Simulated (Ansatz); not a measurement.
# Preparing BaZrO3 (I4/mcm) as a host crystal, part 2 of 2

Aim: the runs on the perfect crystal BaZrO3 (I4/mcm) that a defect calculation needs first.

Ansatz 0.2.0; plane-wave PAW DFT, PBEsol; relaxation of the host's cell and atoms (the session's first sound run).

So far. Step 3 (Dielectric tensors of the host): The principal values of the electronic dielectric tensor are 4.93, 4.93 and 4.98. The principal values of the static dielectric tensor are 52.85, 57.05 and 57.05.

**4. Defect free supercell on its symmetric sites**

This cell, the one that will hold the defects, is built from the relaxed host. It is run at the k-points of the defect runs; forces that show here come from the change of settings, chiefly the coarser sampling.

This step: plane-wave PAW DFT, PBEsol; single point of the defect-free supercell (Ansatz 0.2.0).

System of this step: BaZrO3 (I4/mcm). The cell holds 120 atoms: 24 Ba, 24 Zr and 72 O. Cell: a = 11.823 Å, b = 11.823 Å, c = 17.734 Å, α = 120.2°, β = 120.2°, γ = 89.7°.

File pristine.point/input.yaml:

```yaml
crystal:
  lattice:
    - [-5.8971739678, 5.8971739678, 8.3802490103]
    - [5.8971739678, -5.8971739678, 8.3802490103]
    - [8.8457609517, 8.8457609517, -12.5703735154]
  atoms:
    - { symbol: Ba, position: [0.375, 0.125, 0.1666666667] }
    - { symbol: Ba, position: [0.125, 0.375, 0.1666666667] }
    - { symbol: Zr, position: [0.0, 0.0, 0.0] }
    - { symbol: Zr, position: [0.25, 0.25, 0.0] }
    - { symbol: O, position: [0.375, 0.375, 0.0] }
    - { symbol: O, position: [0.125, 0.125, 0.0] }
    - { symbol: O, position: [0.1130280544, 0.3630280544, 0.3173707391] }
    - { symbol: O, position: [0.3869719456, 0.1369719456, 0.0159625942] }
    - { symbol: O, position: [0.3630280544, 0.3869719456, 0.1666666667] }
    - { symbol: O, position: [0.1369719456, 0.1130280544, 0.1666666667] }
    - { symbol: Ba, position: [0.375, 0.125, 0.5] }
    - { symbol: Ba, position: [0.125, 0.375, 0.5] }
    - { symbol: Zr, position: [0.0, 0.0, 0.3333333333] }
    - { symbol: Zr, position: [0.25, 0.25, 0.3333333333] }
    - { symbol: O, position: [0.375, 0.375, 0.3333333333] }
    - { symbol: O, position: [0.125, 0.125, 0.3333333333] }
    - { symbol: O, position: [0.1130280544, 0.3630280544, 0.6507040725] }
    - { symbol: O, position: [0.3869719456, 0.1369719456, 0.3492959275] }
    - { symbol: O, position: [0.3630280544, 0.3869719456, 0.5] }
    - { symbol: O, position: [0.1369719456, 0.1130280544, 0.5] }
    - { symbol: Ba, position: [0.375, 0.125, 0.8333333333] }
    - { symbol: Ba, position: [0.125, 0.375, 0.8333333333] }
    - { symbol: Zr, position: [0.0, 0.0, 0.6666666667] }
    - { symbol: Zr, position: [0.25, 0.25, 0.6666666667] }
    - { symbol: O, position: [0.375, 0.375, 0.6666666667] }
    - { symbol: O, position: [0.125, 0.125, 0.6666666667] }
    - { symbol: O, position: [0.1130280544, 0.3630280544, 0.9840374058] }
    - { symbol: O, position: [0.3869719456, 0.1369719456, 0.6826292609] }
    - { symbol: O, position: [0.3630280544, 0.3869719456, 0.8333333333] }
    - { symbol: O, position: [0.1369719456, 0.1130280544, 0.8333333333] }
[... 84 atom lines left out ...]
    - { symbol: O, position: [0.875, 0.875, 0.6666666667] }
    - { symbol: O, position: [0.625, 0.625, 0.6666666667] }
    - { symbol: O, position: [0.6130280544, 0.8630280544, 0.9840374058] }
    - { symbol: O, position: [0.8869719456, 0.6369719456, 0.6826292609] }
    - { symbol: O, position: [0.8630280544, 0.8869719456, 0.8333333333] }
    - { symbol: O, position: [0.6369719456, 0.6130280544, 0.8333333333] }
basis:
  ecutwfc: 420
  xc_grid: 2
hamiltonian:
  xc: pbesol
kpoints:
  mp_grid: { grid: [1, 1, 1] }
scf:
  occupations: { method: fermi_dirac, width: 0.01 }
  max_iter: 80
output:
  forces: true
checkpoint:
  write: "../pristine.point.run"
  compress: false
  write_wavefunctions: false
  write_every: 100000
```

Launch:

```bash
$ ansatz run input.yaml --threads 32 --pin off --max-ram 84787MiB --backend cuda --events-out ev --progress --plain --runs-dir out --max-vram 78GiB
```

Numbers of over 12 decimals in the logs are rounded to 6 here.

The log of the run:

```text
[...]
device memory: the entry about to start is reckoned to put 5.1 GiB on a device that reports 182.5 GiB free (of which the cap on the GPU budget leaves the run 78.0 GiB)
GPU FFT provider: cuFFT
GPU libraries: cuBLAS 13.8.1, cuFFT 12.4.0, cuSOLVER 12.3.2
GPU matrix products: emulated (plane waves: as basis.precision tells), large ones in fixed point in workspaces of 1.00 GiB
Crystal: 120 atoms, lattice volume = 1748.622 Å³
Basis set: ecut = 420 eV, 34133 PW (Γ), exchange–correlation on 160×160×240 points (8 copies of the dense FFT grid, shifted against one another)
Bands: 600, of which v1, the nominal top of the filled ones, is band 480 counted from 1 (479 counted from 0)
Symmetry: 48 space group operations
[...]
k-points: 1
[...]
GPU buffer pool allocated for 768000 grid points (all kernels)
GPU transforms: local potential and band sums: pruned to the plane-wave sphere, on 80×80×120
[...]
SCF iter   1: F=—  HF=-280391.681695 eV  |Δ(HF+E_count)|=         —  Δρ=1.51e-2  dr2=3.41e0  Hψ=2566
[...]
SCF iter   8: F=-280390.871057 eV  HF=-280390.871057 eV  |Δ(HF+E_count)|=   5.91e-7  Δρ=2.08e-6  dr2=6.78e-8  Hψ=2126
SCF 1 converged in 8 iterations: F = -280390.871057 eV  dr2 = 6.78e-8
[...]
SCF converged after 8 iterations
Free energy (F): -280390.871057 eV
[...]
Internal energy: -280390.871057 eV  (E = F + TS)
E sigma→0 (E₀):  -280390.871057 eV
Fermi energy:    11.363895 eV
[...]
--- Forces (eV/Å), atoms counted from 1 ---
  atom   1  Ba    -0.00092165    -0.00092165     0.00730035
  atom   2  Ba     0.00092165     0.00092165    -0.00730035
  atom   3  Zr    -0.00000000    -0.00000000     0.00000000
  atom   4  Zr    -0.00000000    -0.00000000    -0.00000000
  atom   5  O     -0.00023870     0.00023870     0.00000000
  atom   6  O      0.00023870    -0.00023870     0.00000000
  [... 114 more lines of this table ...]
  max |Σ_I F_I| component: 7.63e-17 eV/Å
```

Elapsed: 1.3 s, on 1 × NVIDIA GB200 with 32 threads of Arm Neoverse V2, shared host; peak memory 1.4 GiB.

**5. Defect free supercell relaxed from displaced atoms**

This step: plane-wave PAW DFT, PBEsol; relaxation of the defect-free supercell from random displacements, a test of the host's stability (Ansatz 0.2.0).

pristine.rattled/input.yaml, as its differences from pristine.point/input.yaml of step 4:

```diff
@@ -55,4 +55,8 @@
   forces: true
+relax:
+  f_tol: 0.015
+  max_steps: 120
+  random_displacement: { amplitude: 0.06, seed: 1522 }
 checkpoint:
-  write: "../pristine.point.run"
+  write: "../pristine.rattled.run"
   compress: false
```

The log of the run:

```text
[...]
GPU FFT provider: cuFFT
GPU libraries: cuBLAS 13.8.1, cuFFT 12.4.0, cuSOLVER 12.3.2
[...]
Crystal: 120 atoms, lattice volume = 1748.622 Å³
Basis set: ecut = 420 eV, 34133 PW (Γ), exchange–correlation on 160×160×240 points (8 copies of the dense FFT grid, shifted against one another)
Bands: 600, of which v1, the nominal top of the filled ones, is band 480 counted from 1 (479 counted from 0)
Symmetry: 1 space group operations
k-points: 1
[...]
GPU buffer pool allocated for 768000 grid points (all kernels)
[...]
SCF iter   1: F=—  HF=-280389.233405 eV  |Δ(HF+E_count)|=         —  Δρ=1.52e-2  dr2=3.41e0  Hψ=2562
[...]
SCF iter   7: F=-280388.412179 eV  HF=-280388.412182 eV  |Δ(HF+E_count)|=   9.09e-6  Δρ=1.66e-5  dr2=4.25e-6  Hψ=2041
SCF 1 converged in 7 iterations: F = -280388.412179 eV  dr2 = 4.25e-6
[...]
relax step   1: F+E_penalty+E_count = -280388.41217925 eV  Δ(F+E_penalty+E_count) = +0.000e0 eV  max|allowed force component| = 2.120e0 eV/Å  Δτ_max = 0.0000 Å  (7 SCF iters, dr2 threshold 5.63e-6 eV, accepted)
[...]
relax step   2: F+E_penalty+E_count = -280390.18456214 eV  Δ(F+E_penalty+E_count) = -1.772e0 eV  max|allowed force component| = 8.840e-1 eV/Å  Δτ_max = 0.1950 Å  (7 SCF iters, dr2 threshold 1.00e-4 eV, accepted)
relax step   3: F+E_penalty+E_count = -280390.87991108 eV  Δ(F+E_penalty+E_count) = -6.953e-1 eV  max|allowed force component| = 2.895e-2 eV/Å  Δτ_max = 0.1673 Å  (7 SCF iters, dr2 threshold 4.88e-5 eV, accepted)
relax step   4: F+E_penalty+E_count = -280390.87991228 eV  Δ(F+E_penalty+E_count) = -1.205e-6 eV  max|allowed force component| = 2.898e-2 eV/Å  Δτ_max = 0.0000 Å  (4 SCF iters, accepted)
relax step   5: F+E_penalty+E_count = -280390.88310014 eV  Δ(F+E_penalty+E_count) = -3.188e-3 eV  max|allowed force component| = 2.761e-2 eV/Å  Δτ_max = 0.0115 Å  (7 SCF iters, accepted)
relax step   6: F+E_penalty+E_count = -280390.88557813 eV  Δ(F+E_penalty+E_count) = -2.478e-3 eV  max|allowed force component| = 1.458e-2 eV/Å  Δτ_max = 0.0227 Å  (7 SCF iters, dr2 threshold 6.92e-7 eV, accepted)
[...]
SCF iter   2: F=-280390.885578 eV  HF=-280390.885578 eV  |Δ(HF+E_count)|=   6.52e-5  Δρ=1.20e-6  dr2=2.59e-8  Hψ=1997
SCF 7 converged in 2 iterations: F = -280390.885578 eV  dr2 = 2.59e-8
relax step   7: F+E_penalty+E_count = -280390.88557814 eV  Δ(F+E_penalty+E_count) = -4.773e-9 eV  max|allowed force component| = 1.458e-2 eV/Å  Δτ_max = 0.0000 Å  (2 SCF iters, accepted)
SCF converged after 2 iterations
Free energy (F): -280390.885578 eV
[...]
Internal energy: -280390.885578 eV  (E = F + TS)
E sigma→0 (E₀):  -280390.885578 eV
Fermi energy:    11.352838 eV
[...]
--- Forces (eV/Å), atoms counted from 1 ---
  atom   1  Ba     0.00209877    -0.00047077     0.00147027
  atom   2  Ba     0.00232726    -0.00190604    -0.00093222
  atom   3  Zr    -0.00573337    -0.00652390     0.00051924
  atom   4  Zr     0.00873131    -0.00637080     0.00577000
  atom   5  O      0.00041733     0.00020322    -0.00286556
  atom   6  O     -0.00055964     0.00013568     0.00017692
  [... 114 more lines of this table ...]
  max |Σ_I F_I| component: 2.78e-5 eV/Å
--- Relaxed structure (7 steps of the walk, 7 accepted, 0 SCFs on fresh bases) ---
  F+E_penalty+E_count = -280390.88557814 eV   max|allowed force component| = 1.458e-2 eV/Å
  atoms:
    - { symbol: Ba, position: [0.375229, 0.125714, 0.167040] }
    - { symbol: Ba, position: [0.125235, 0.375700, 0.167132] }
    - { symbol: Zr, position: [0.000243, 0.000747, 0.000450] }
    - { symbol: Zr, position: [0.250228, 0.250666, 0.000410] }
    - { symbol: O, position: [0.374988, 0.375537, 0.000148] }
    - { symbol: O, position: [0.125714, 0.125732, 0.000768] }
  [... 114 more lines of this table ...]
```

Wall time 5.4 s (1 × NVIDIA GB200 with 32 threads); peak memory 1.4 GiB.

Relaxation path:

```csv
step,energy less that of the first step (eV),largest force component (eV/Å)
1,0.0000,2.1200
2,-1.7724,0.8840
3,-2.4677,0.0289
4,-2.4677,0.0290
5,-2.4709,0.0276
6,-2.4734,0.0146
7,-2.4734,0.0146
```

The atoms that moved most (Å, from the sites as typed, ahead of the random displacement, the mean shift of all atoms taken out):

```csv
atom,dx,dy,dz,length
O107,-0.026,-0.027,-0.003,0.038
O58,0.026,0.027,0.003,0.038
O88,0.026,0.026,0.003,0.038
O28,0.026,0.027,0.003,0.038
O48,0.026,0.027,0.003,0.038
O37,-0.026,-0.026,-0.004,0.038
O108,0.026,0.027,0.003,0.038
O78,0.026,0.027,0.002,0.038
```

The relaxation ends 21 meV an atom lower than the displaced start, with a largest force component of 0.015 eV/Å.

**6. Outcome**

```yaml
primitive_cell_vectors_lengths: 5.911, 5.911, 5.911 Å
electronic_dielectric_constant: principal values (4.93, 4.93, 4.98)
static_dielectric_constant: principal values (52.85, 57.05, 57.05)
gap_on_the_k_mesh_of_the_response_run_pbesol: 3.26 eV
symmetric_supercell_less_the_displaced_and_relaxed_one: 0.015 eV
```

What this shows: Step 5: The energy fell by 2.473 eV from the randomly displaced start; against the sites as typed, O107 ends farthest off, by 0.04 Å, once the mean shift is taken out. The displaced cell ends a little lower than the symmetric single point, which was not relaxed at these k-points, and keeps its space group, so no other structure shows. The k-mesh can miss the band edges, so this gap is an upper bound at this level. All at zero temperature.

[Logs are printed without paths, hosts, clocks, repeated set-up lines and the standing remarks that a program may print on its own settings, such as how far it seeks lower states.]

[Hosts, paths, dates, database ids (printed as entryN), source tags and the programs' standing remarks are cut or masked in the printed files.]

[Runs of the host that timed out are not shown.]

[For some hosts the program warned that the k-mesh of the response run may be too coarse for force constants and the static dielectric constant; such warnings are not always shown.]
